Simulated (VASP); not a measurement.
Wanted: the native input for a VASP 6.6.1 run.

- Task: relaxation of the atoms
- Functional: PBE
- Potentials or basis: VASP PAW PBE potentials, release 64 (C)
- Cutoff: 450 eV
- k mesh: 2 × 2 × 2
- Occupations: fermi-dirac, width 0.05 eV
- Spin: collinear spin, ferromagnetic start
- Fixed moment: 1 μB
- Further INCAR settings: ALGO = Normal; EDIFF = 1e-06; IBRION = 2; EDIFFG = -0.01; NSW = 60; NELECT = 253

The structure of C (a cell with a defect) lies in POSCAR:

```
C
1.0
    7.1440000000      0.0000000000      0.0000000000
    0.0000000000      7.1440000000      0.0000000000
    0.0000000000      0.0000000000      7.1440000000
C
63
Direct
    0.7500000000      0.2500000000      0.0000000000
    0.7500000000      0.0000000000      0.2500000000
    0.0000000000      0.0000000000      0.0000000000
    0.2500000000      0.2500000000      0.0000000000
    0.5000000000      0.5000000000      0.0000000000
    0.7500000000      0.7500000000      0.0000000000
    0.2500000000      0.0000000000      0.2500000000
    0.5000000000      0.2500000000      0.2500000000
    0.7500000000      0.5000000000      0.2500000000
    0.5000000000      0.0000000000      0.5000000000
    0.7500000000      0.2500000000      0.5000000000
    0.7500000000      0.0000000000      0.7500000000
    0.0000000000      0.5000000000      0.0000000000
    0.2500000000      0.7500000000      0.0000000000
    0.0000000000      0.2500000000      0.2500000000
    0.2500000000      0.5000000000      0.2500000000
    0.5000000000      0.7500000000      0.2500000000
    0.0000000000      0.0000000000      0.5000000000
    0.2500000000      0.2500000000      0.5000000000
    0.5000000000      0.5000000000      0.5000000000
    0.7500000000      0.7500000000      0.5000000000
    0.2500000000      0.0000000000      0.7500000000
    0.5000000000      0.2500000000      0.7500000000
    0.7500000000      0.5000000000      0.7500000000
    0.0000000000      0.7500000000      0.2500000000
    0.0000000000      0.5000000000      0.5000000000
    0.2500000000      0.7500000000      0.5000000000
    0.0000000000      0.2500000000      0.7500000000
    0.2500000000      0.5000000000      0.7500000000
    0.5000000000      0.7500000000      0.7500000000
    0.0000000000      0.7500000000      0.7500000000
    0.6250000000      0.1250000000      0.1250000000
    0.8750000000      0.3750000000      0.1250000000
    0.8750000000      0.1250000000      0.3750000000
    0.1250000000      0.1250000000      0.1250000000
    0.3750000000      0.3750000000      0.1250000000
    0.6250000000      0.6250000000      0.1250000000
    0.8750000000      0.8750000000      0.1250000000
    0.3750000000      0.1250000000      0.3750000000
    0.6250000000      0.3750000000      0.3750000000
    0.8750000000      0.6250000000      0.3750000000
    0.6250000000      0.1250000000      0.6250000000
    0.8750000000      0.3750000000      0.6250000000
    0.8750000000      0.1250000000      0.8750000000
    0.1250000000      0.6250000000      0.1250000000
    0.3750000000      0.8750000000      0.1250000000
    0.1250000000      0.3750000000      0.3750000000
    0.3750000000      0.6250000000      0.3750000000
    0.6250000000      0.8750000000      0.3750000000
    0.1250000000      0.1250000000      0.6250000000
    0.3750000000      0.3750000000      0.6250000000
    0.6250000000      0.6250000000      0.6250000000
    0.8750000000      0.8750000000      0.6250000000
    0.3750000000      0.1250000000      0.8750000000
    0.6250000000      0.3750000000      0.8750000000
    0.8750000000      0.6250000000      0.8750000000
    0.1250000000      0.8750000000      0.3750000000
    0.1250000000      0.6250000000      0.6250000000
    0.3750000000      0.8750000000      0.6250000000
    0.1250000000      0.3750000000      0.8750000000
    0.3750000000      0.6250000000      0.8750000000
    0.5625000000      0.9375000000      0.9375000000
    0.1250000000      0.8750000000      0.8750000000
```

The cell was built by a generator and needn't be a form met in nature.

The input as run:

INCAR

```
SYSTEM = C
PREC = Accurate
ENCUT = 450
EDIFF = 1E-6
ISMEAR = -1
SIGMA = 0.05
LREAL = .FALSE.
LASPH = .TRUE.
NELM = 60
ALGO = Normal
ISIF = 2
LWAVE = .FALSE.
LCHARG = .FALSE.
ISPIN = 2
MAGMOM = 0.5 0.5 0.5 0.5 0.5 0.5 0.5 0.5 0.5 0.5 0.5 0.5 0.5 0.5 0.5 0.5 0.5 0.5 0.5 0.5 0.5 0.5 0.5 0.5 0.5 0.5 0.5 0.5 0.5 0.5 0.5 0.5 0.5 0.5 0.5 0.5 0.5 0.5 0.5 0.5 0.5 0.5 0.5 0.5 0.5 0.5 0.5 0.5 0.5 0.5 0.5 0.5 0.5 0.5 0.5 0.5 0.5 0.5 0.5 0.5 0.5 0.5 0.5
LORBIT = 11
NUPDOWN = 1
GGA = PE
IBRION = 2
NSW = 60
EDIFFG = -0.01
NELECT = 253
```

KPOINTS

```
regular mesh
0
G
  2 2 2
  0 0 0
```

Potentials or basis: VASP PAW PBE potentials, release 64 (C).

Run with:

```bash
$ cat potpaw_PBE.64/C/POTCAR > POTCAR
$ mpirun -np 1 vasp_std > vasp.out
```

It gave:

The energy gained by relaxing is 17.2 meV/atom, the ionic steps are 13 and the largest force after relaxing is 0.008 eV/Å. The net moment is 1.00 μB per cell and the site moments are C +0.00, -0.00, +0.09, +0.01, -0.05 μB. The valence electrons inside the program's atomic spheres are C 2.60, 2.57, 2.54, 2.52, 2.59, 2.58, 2.10.

Caveat: the k mesh is coarse (spacing up to 0.44 Å⁻¹), so the values aren't converged; the moment is held away from its start; the total moment is fixed, so each spin has its own Fermi level.

Run time: 75 min on 1 thread of Intel(R) Xeon(R) Platinum 8559C (Emerald Rapids), with other jobs on the host, peak memory 0.59 GiB.
